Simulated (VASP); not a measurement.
Crystal: CuI.

```
Cu I
1.0
     0.00000    3.02500    3.02500
     3.02500    0.00000    3.02500
     3.02500    3.02500    0.00000
Cu I
1 1
Cartesian
  0.0000 0.0000 0.0000
  1.5125 1.5125 1.5125
```

The cell was built by a generator and needn't be a form met in nature.

- Program: VASP 6.6.1
- Task: relaxation of cell and atoms
- Functional: PBEsol
- Potentials or basis: VASP PAW PBE potentials, release 64 (Cu, I)
- Cutoff: 600 eV
- k mesh: 8 × 8 × 8
- Occupations: gaussian, width 0.01 eV
- Spin: no spin polarisation

At the start: pressure -2.3 GPa; volume 27.68 Å³/atom.

Question: How do energy, volume and symmetry change on relaxing?

Answer: Over 3 steps the energy falls by 10.6 meV/atom and the volume is 26.26 Å³/atom (-5.1 %); space group F-43m (No. 216, to 0.05 Å).

Step by step:
```tsv
step	energy change (eV)	largest force (eV/Å)	pressure (GPa)	volume (Å³)
1	0.0000	0.0000	-2.26	55.36
2	-0.0211	0.0000	0.21	52.29
3	-0.0213	0.0000	0.00	52.51
```

Final structure:
```yaml
crystal:
  lattice:
    - [0.00000, 2.97217, 2.97217]
    - [2.97217, 0.00000, 2.97217]
    - [2.97217, 2.97217, 0.00000]
  atoms:
    - { symbol: Cu, position: [0.00000, 0.00000, 0.00000] }
    - { symbol: I, position: [0.25000, 0.25000, 0.25000] }
```

Caveat: the PAW data sets were made with another functional, which shifts forces and pressure a little.
